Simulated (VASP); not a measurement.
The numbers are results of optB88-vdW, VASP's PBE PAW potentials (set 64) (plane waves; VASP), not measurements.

A VASP calculation is set up with these files.

POSCAR:
```
CsBr
1.0
  4.2900000000   0.0000000000   0.0000000000
  0.0000000000   4.2900000000   0.0000000000
  0.0000000000   0.0000000000   4.2900000000
Cs Br
1 1
direct
  0.0000000000   0.0000000000   0.0000000000
  0.5000000000   0.5000000000   0.5000000000
```

File KPOINTS:
```
Automatic mesh
0
Gamma
6 6 6
0 0 0
```

INCAR:
```
AGGAC = 0.0
ALGO = Normal
EDIFF = 1E-6
EDIFFG = -0.01
ENCUT = 520
GGA = BO
IBRION = 2
ISIF = 3
ISMEAR = 0
LASPH = .TRUE.
LCHARG = .FALSE.
LMAXMIX = 4
LREAL = .FALSE.
LUSE_VDW = .TRUE.
LWAVE = .FALSE.
NELM = 100
NSW = 60
PARAM1 = 0.1833333333
PARAM2 = 0.22
PREC = Accurate
SIGMA = 0.05
SYSTEM = CsBr
```

POTCAR, in this order: Cs_sv Br (PBE.64 set). Program: vasp_std.

What VASP printed:

File OUTCAR:
```
 ion  position               nearest neighbor table
   1  0.000  0.000  0.000-
   2  0.500  0.500  0.500-
  LATTYP: Found a simple cubic cell.
 ALAT       =     4.2900000000
 Subroutine PRICEL returns:
 Original cell was already a primitive cell.
 Subroutine GETGRP returns: Found 48 space group operations
The static configuration has the point symmetry O_h .
The dynamic configuration has the point symmetry O_h .
 Subroutine INISYM returns: Found 48 space group operations
 Subroutine IBZKPT returns following result:
 Found     20 irreducible k-points:

 Following reciprocal coordinates:
            Coordinates               Weight
  0.000000  0.000000  0.000000      1.000000
  0.166667  0.000000  0.000000      6.000000
  0.333333  0.000000  0.000000      6.000000
  0.500000  0.000000  0.000000      3.000000
  0.166667  0.166667  0.000000     12.000000
  0.333333  0.166667  0.000000     24.000000
  0.500000  0.166667  0.000000     12.000000
  0.333333  0.333333  0.000000     12.000000
  0.500000  0.333333  0.000000     12.000000
...
```

**OSZICAR**
```
       N       E                     dE             d eps       ncg     rms          rms(c)
DAV:   1     0.997342915146E+02    0.99734E+02   -0.65249E+03   480   0.111E+03
DAV:   2     0.463754342696E+01   -0.95097E+02   -0.89515E+02   748   0.182E+02
DAV:   3    -0.197015643546E+01   -0.66077E+01   -0.65912E+01   600   0.552E+01
DAV:   4    -0.203049252643E+01   -0.60336E-01   -0.60322E-01   548   0.634E+00
DAV:   5    -0.203098657701E+01   -0.49405E-03   -0.49400E-03   604   0.560E-01    0.182E+00
DAV:   6    -0.177809858360E+01    0.25289E+00   -0.39755E-01   532   0.322E+00    0.102E+00
DAV:   7    -0.173678803704E+01    0.41311E-01   -0.18473E-01   612   0.225E+00    0.555E-01
DAV:   8    -0.173739646563E+01   -0.60843E-03   -0.11556E-02   548   0.811E-01    0.938E-02
DAV:   9    -0.173750707221E+01   -0.11061E-03   -0.18821E-03   596   0.280E-01    0.724E-02
DAV:  10    -0.173759807515E+01   -0.91003E-04   -0.13914E-04   548   0.109E-01    0.101E-02
DAV:  11    -0.173760467535E+01   -0.66002E-05   -0.17332E-05   580   0.324E-02    0.319E-03
DAV:  12    -0.173760529947E+01   -0.62412E-06   -0.29113E-06   556   0.121E-02
   1 F= -.17376053E+01 E0= -.17376053E+01  d E =-.173761E+01
       N       E                     dE             d eps       ncg     rms          rms(c)
DAV:   1    -0.173855442124E+01   -0.94975E-03   -0.16311E-02   488   0.823E-01    0.132E-01
DAV:   2    -0.173784731887E+01    0.70710E-03   -0.10762E-03   504   0.194E-01    0.533E-02
DAV:   3    -0.173769281102E+01    0.15451E-03   -0.48993E-04   496   0.130E-01    0.191E-02
DAV:   4    -0.173769024247E+01    0.25685E-05   -0.15732E-05   544   0.259E-02    0.605E-03
DAV:   5    -0.173769037402E+01   -0.13155E-06   -0.12640E-06   320   0.772E-03
   2 F= -.17376904E+01 E0= -.17376904E+01  d E =-.850746E-04
```

### OUTCAR
```
------------------------ aborting loop because EDIFF is reached ----------------------------------------
  FORCE on cell =-STRESS in cart. coord.  units (eV):
  Direction    XX          YY          ZZ          XY          YZ          ZX
  --------------------------------------------------------------------------------------
  Total       -0.0128117     -0.0128117     -0.0128117      0.0000000     -0.0000000     -0.0000000
  in kB       -0.2607675     -0.2607675     -0.2607675      0.0000000     -0.0000000     -0.0000000
  external PRESSURE =      -0.2607675 kB  Pullay stress =       0.0000000 kB
  volume of cell :       78.72
      direct lattice vectors                 reciprocal lattice vectors
     4.285696127  0.000000000 -0.000000000     0.233334322  0.000000000 -0.000000000
    -0.000000000  4.285696127  0.000000000    -0.000000000  0.233334322  0.000000000
     0.000000000 -0.000000000  4.285696127     0.000000000  0.000000000  0.233334322
 POSITION                                       TOTAL-FORCE (eV/Angst)
 -----------------------------------------------------------------------------------
      0.00000      0.00000      0.00000         0.000000      0.000000      0.000000
      2.14285      2.14285      2.14285        -0.000000     -0.000000      0.000000
 -----------------------------------------------------------------------------------
    total drift:                                0.000000      0.000000     -0.000000
  FREE ENERGIE OF THE ION-ELECTRON SYSTEM (eV)
  ---------------------------------------------------
  free  energy   TOTEN  =        -1.7376903740 eV

  energy  without entropy=       -1.7376903740  energy(sigma->0) =       -1.73769037

 reached required accuracy - stopping structural energy minimisation
```
(Selected blocks of OUTCAR.)

File CONTCAR:
```
CsBr
   1.00000000000000
     4.2856961270875793    0.0000000000000000   -0.0000000000000000
    -0.0000000000000000    4.2856961270875793    0.0000000000000000
     0.0000000000000000   -0.0000000000000000    4.2856961270875793
  Cs              Br
     1     1
Direct
     0.0000000000000000    0.0000000000000000    0.0000000000000000
     0.5000000000000000    0.5000000000000000    0.5000000000000000
```

The compound is CsBr in the CsCl type structure. This run relaxes it. Symmetry was kept, so distortions that lower it aren't found.
